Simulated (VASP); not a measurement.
A run of VASP 6.6.1:

INCAR

```
SYSTEM = Ir
PREC     = Accurate       ! precision mode
ENCUT    = 600            ! plane-wave cutoff, eV
EDIFF    = 1E-7           ! SCF threshold, eV
ISMEAR   = 1              ! smearing method
SIGMA    = 0.1            ! smearing width, eV
LREAL    = .False.        ! projectors in reciprocal space
LASPH    = .True.         ! aspherical terms in the spheres
NELM     = 80             ! most SCF steps
ALGO     = Normal         ! electronic algorithm
ISIF     = 2              ! what is computed and relaxed
LWAVE    = .False.        ! write WAVECAR
LCHARG   = .False.        ! write CHGCAR
GGA      = PE             ! functional
IBRION   = 2              ! ionic algorithm
NSW      = 40             ! ionic steps
EDIFFG   = -0.01          ! ionic threshold
```

KPOINTS

```
regular mesh
0
Gamma
  16 16 16
  0 0 0
```

File POSCAR:

```
Ir                                      
1.0
    0.0000000000      1.9107295424      1.9107295424
    1.9107295424      0.0000000000      1.9107295424
    1.9107295424      1.9107295424      0.0000000000
  Ir            
     1
Direct
     0.0000000000000000    0.0000000000000000    0.0000000000000000
```

Potentials or basis: VASP PAW PBE potentials, release 64 (Ir).

Command:

```sh
$ cat potpaw_PBE.64/Ir/POTCAR > POTCAR
$ mpirun -np 1 vasp_std > vasp.out
```

Hardware: 1 thread of Intel(R) Xeon(R) 6975P-C (Granite Rapids), on a shared host.

**Question.** Estimate the wall time of this run.

**Answer.** It took 7.6 s on 1 thread of Intel(R) Xeon(R) 6975P-C (Granite Rapids) (shared host), peak memory 0.15 GiB. Counts: scf iterations 12, k points 145, ion steps 1.
